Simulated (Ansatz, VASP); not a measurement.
**One calculation of CuI (Marshite), two programs**

Contents of INCAR:

```
  ALGO = Normal
  EDIFF = 1E-7
  ENCUT = 520
  GGA = PE
  ISIF = 2
  ISMEAR = 0
  LASPH = T
  LCHARG = F
  LREAL = F
  LWAVE = F
  NBANDS = 16
  NELM = 80
  PREC = Accurate
  SIGMA = 0.02
```

KPOINTS

```
k-points
0
Gamma
  8 8 8
```

The input POSCAR:

```
CuI
1.0
    0.0000000000      3.0315000000      3.0315000000
    3.0315000000      0.0000000000      3.0315000000
    3.0315000000      3.0315000000      0.0000000000
I Cu
1 1
Direct
    0.0000000000      0.0000000000      0.0000000000
    0.7500000000      0.7500000000      0.7500000000
```

input.yaml

```yaml
crystal:
  lattice:
    - [0.0, 3.0315, 3.0315]
    - [3.0315, 0.0, 3.0315]
    - [3.0315, 3.0315, 0.0]
  atoms:
    - { symbol: I, position: [0.0, 0.0, 0.0] }
    - { symbol: Cu, position: [0.75, 0.75, 0.75] }
kpoints:
  mp_grid: { grid: [8, 8, 8] }
scf:
  occupations: { method: gaussian, width: 0.02 }
hamiltonian:
  xc: pbe
  pseudopotentials: { kind: all_electron, lapw: { basis_error: 0.001 } }
output:
  forces: true
  stress: true
  eigenvalues: true
```

Alike in both runs: task single point; functional PBE; k mesh 8 × 8 × 8; occupations gaussian, width 0.02 eV; no spin polarisation.

|  | VASP | Ansatz |
| --- | --- | --- |
| version | VASP 6.6.1 | Ansatz 0.2.0 |
| potentials or method | VASP PAW PBE potentials, release 64 (I, Cu) | all-electron LAPW, scalar-relativistic |
| plane-wave cutoff (eV) | 520 | see its input |

|  | VASP | Ansatz | Ansatz less VASP |
| --- | --- | --- | --- |
| gap on the k mesh at the Fermi level (eV) | 1.14 | 1.12 | -0.022 |
| least direct gap on the mesh (eV) | 1.14 | 1.12 | -0.022 |
| pressure (GPa) | 0.3 | 0.3 | -0.01 |

Ansatz ran all-electron here, so the differences hold the error of VASP's frozen core and of both bases.

Caveats: spin-orbit coupling is left out, which moves the levels of the heavy elements. Expect the measured gap to be larger: semilocal functionals such as PBE lack the derivative discontinuity.
